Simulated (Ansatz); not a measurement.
# CoSi2 (Fm-3m) under biaxial strain in the (111) plane, part 3 of 3

Aim: how do the optical modes of CoSi2 (Fm-3m) shift and split under this strain?

Ansatz 0.2.0; DFT PBEsol, scalar-relativistic, plane waves, PAW; PAW set soft_1.

So far, highest optical mode at the zone centre (no LO-TO term) (cm⁻¹): step 4 (modes at rest) 343; step 6 (strain 4 %) 335.

The database entry behind the starting cell differs from later determinations by our own check (0.1 to 0.3 % short, probably kX units), so it need not match the best structure at ambient conditions.

### Step 8. Modes of this member: biaxial strain of -4 % in the (111) plane

The zone-centre modes follow for biaxial strain of -4 % in the (111) plane.

Input file input.yaml:

```yaml
crystal:
  lattice:
    - [0.1438659119, 2.6938899349, 2.6938899349]
    - [2.6938899349, 0.1438659119, 2.6938899349]
    - [2.6938899349, 2.6938899349, 0.1438659119]
  atoms:
    - { symbol: Si, position: [0.2420813667, 0.2420813667, 0.2420813667] }
    - { symbol: Si, position: [0.7579186333, 0.7579186333, 0.7579186333] }
    - { symbol: Co, position: [0.0, 0.0, 0.0] }
kpoints:
  mp_grid: { grid: [16, 16, 16] }
hamiltonian:
  xc: pbesol
  pseudopotentials: { kind: paw, azcp: { folder: soft_1 }, xc_functional: pbe }
scf:
  occupations: { method: methfessel_paxton, width: 0.2 }
output:
  eigenvalues: true
phonons:
  method: dfpt
```

Command:

```bash
$ ansatz run input.yaml --threads 4 --pin off --max-ram 10240MiB --backend cpu --events-out ev --progress --plain --runs-dir out
```

Numbers of over 12 decimals in the logs are rounded to 6 here.

The program printed:

```text
[...]
Crystal: 3 atoms, lattice volume = 35.970 Å³
Basis set: ecut = 420 eV, 695 PW (Γ), exchange–correlation on 54×54×54 points (8 copies of the dense FFT grid, shifted against one another)
Bands: 17, of which v1, the nominal top of the filled ones, is band 13 counted from 1 (12 counted from 0)
Symmetry: 12 space group operations
k-points: 1098 of 4096 (irreducible under 2 space group operations, time reversal used)
[...]
k-point 2: bands = [... 9 lower, 11.6964, 14.7209, 15.0319, 16.4906, 16.7040, 18.0457, 18.5004, 19.0043]
  k-point 1097: bands = [... 9 lower, 11.9535, 11.9535, 13.6612, 13.6612, 17.7087, 18.0398, 18.0398, 19.2699]
[...]
ASR residual: 2.748e-5 → 0.000e0 eV/Å²; symmetrization residual: 6.897e-7 eV/Å²
  ASR residual per site (eV/Å²): 2.43e-5 2.43e-5 2.75e-5
  Γ frequencies (cm⁻¹): 0.00 0.00 0.00 340.27 340.96 379.77 379.77 382.05 382.05
[...]
[key lines of the parts left out:]
SCF converged after 11 iterations
Free energy (F): -6337.590442 eV
Fermi energy:    13.898176 eV
```

Wall time 2.3 min (4 threads of Intel Xeon at 2.50GHz (Skylake/Cascade Lake), shared host); peak memory 2.1 GiB.

Numbers from this step:

| Property | Result |
| --- | --- |
| sum-rule residual before enforcement | 2.75e-5 eV/Å² |
| highest optical mode at the zone centre (no LO-TO term) | 382.1 cm⁻¹ |
| lowest optical zone-centre mode | 340.3 cm⁻¹ |

Patterns of degenerate modes are one choice out of their space. Modes at Γ, with each element's share of the kinetic energy:

```csv
mode,frequency (cm⁻¹),symmetry,Si %,Co %
1,0.0,acoustic,49,51
2,0.0,acoustic,49,51
3,0.0,acoustic,49,51
4,340.3,A1g,100,0
5,341.0,A2u,51,49
6,379.8,Eu,51,49
7,379.8,Eu,51,49
8,382.1,Eg,100,0
9,382.1,Eg,100,0
```

The lowest optical mode is real, 340 cm⁻¹, and the highest lies at 382.1 cm⁻¹.

For the highest optical mode at the zone centre (no LO-TO term), step 4 gave 343 cm⁻¹; this run, with strain -4 %, gives 382 cm⁻¹ (+11 %).

### Step 9. The series together

The members are set side by side, also those not shown above.

Stress is positive in compression; energies are extrapolated to zero smearing, and E0 is that at rest; the edges not held and the atoms are relaxed in each cell; all runs use 16×16×16 k points and Methfessel-Paxton smearing of 0.2 eV. State of the crystal along the series:

```csv
strain (%),in-plane stress (GPa),free strain along [111] (%),E - E0 (meV/atom)
-4,13.76,4.124,43.86
-3,10.59,2.85,24.83
-2,7.12,1.776,10.98
-1,3.5,0.8536,2.723
0,9.37e-5,0,0
1,-3.452,-0.7649,2.73
2,-6.739,-1.479,10.78
3,-9.855,-2.149,23.84
4,-12.85,-2.753,41.71
```

Optical modes are counted from below at rest and tracked from member to member by their patterns, and modes that stay within 0.3 cm⁻¹ of each other stand once; labels, where given, are those at rest, then, where named, those of the strained cell; the edges not held and the atoms are relaxed in each cell; all runs use 16×16×16 k points and Methfessel-Paxton smearing of 0.2 eV. Optical modes along the series:

```csv
strain (%),optical mode 1 T2g to Eg pair part (cm⁻¹),optical mode 2 T2g to A1g single part (cm⁻¹),optical mode 3 T1u to Eu pair part (cm⁻¹),optical mode 4 T1u to A2u single part (cm⁻¹)
-4,382.1,340.3,379.8,341
-3,373.1,343.1,373.4,343.5
-2,363.4,346.5,364.8,344.1
-1,352.5,345.6,354.4,343.9
0,342.1,342.1,343.2,343.2
1,330.8,336.4,331.2,342.1
2,317.2,330.1,318.7,340.2
3,304.7,328.2,305.5,337.8
4,294.2,328.2,291.3,335.1
```

Value and slope at zero strain of a cubic (a lower polynomial where under five rows exist) through the rows within 2 % of rest. Slopes at rest:

```csv
mode,frequency (cm⁻¹),shift per percent of strain (cm⁻¹),shift per GPa of compressive stress (cm⁻¹)
optical mode 1 T2g to Eg pair part,342.1,-10.66,3.06
optical mode 2 T2g to A1g single part,342,-4.74,1.36
optical mode 3 T1u to Eu pair part,343.2,-11.61,3.34
optical mode 4 T1u to A2u single part,343.2,-0.91,0.26
```

### Step 10. Outcome

```
members                                                          : 9
highest optical mode at the zone centre (no LO-TO term), at rest : 343.2 cm⁻¹
biaxial modulus in the (111) plane                               : 348 GPa
optical mode 1 T2g to Eg pair part, shift per percent            : -10.66 cm⁻¹
optical mode 2 T2g to A1g single part, shift per percent         : -4.74 cm⁻¹
optical mode 3 T1u to Eu pair part, shift per percent            : -11.61 cm⁻¹
optical mode 4 T1u to A2u single part, shift per percent         : -0.91 cm⁻¹
```

The stress changes by 3.48 GPa for each percent, a biaxial modulus of 348 GPa in the (111) plane. For each percent the free edge responds with -0.81 %. The strain lowers the symmetry: the level at 343.2 cm⁻¹ splits, into 379.8 and 341.0 cm⁻¹ at -4 %. Within 2 % of rest optical mode 2 T2g to A1g single part and optical mode 4 T1u to A2u single part bend away from a straight line, so a single slope holds only near rest. The fastest shift in the table of slopes is -11.6 cm⁻¹ for each percent (optical mode 3 T1u to Eu pair part), or 3.3 cm⁻¹ for each GPa of compressive stress. For small strain, the measured shift of a line that Raman or infrared light can see, divided by its slope, estimates the stress, if the state of stress is of this kind. These are harmonic frequencies at zero temperature: anharmonic shifts, linewidths and thermal expansion are left out. With no gap, or one that is small against the smearing, the frequencies hang on the k mesh and the smearing, most of all near Kohn anomalies. The runs are without spin polarisation, although the cell has an odd electron count. The PAW files were made for PBE; the program adapts parts of them to the functional of the run, but their partial waves stay those of PBE, an approximation that was not tested in this session. Only the zone centre was solved, so an instability at another wavevector cannot show here.

[Logs are printed without paths, hosts, clocks, repeated set-up lines and the standing remarks that a program may print on its own settings, such as how far it seeks lower states.]

[Hosts, paths, dates, database ids (printed as entryN), source tags and the programs' standing remarks are cut or masked in the printed files.]
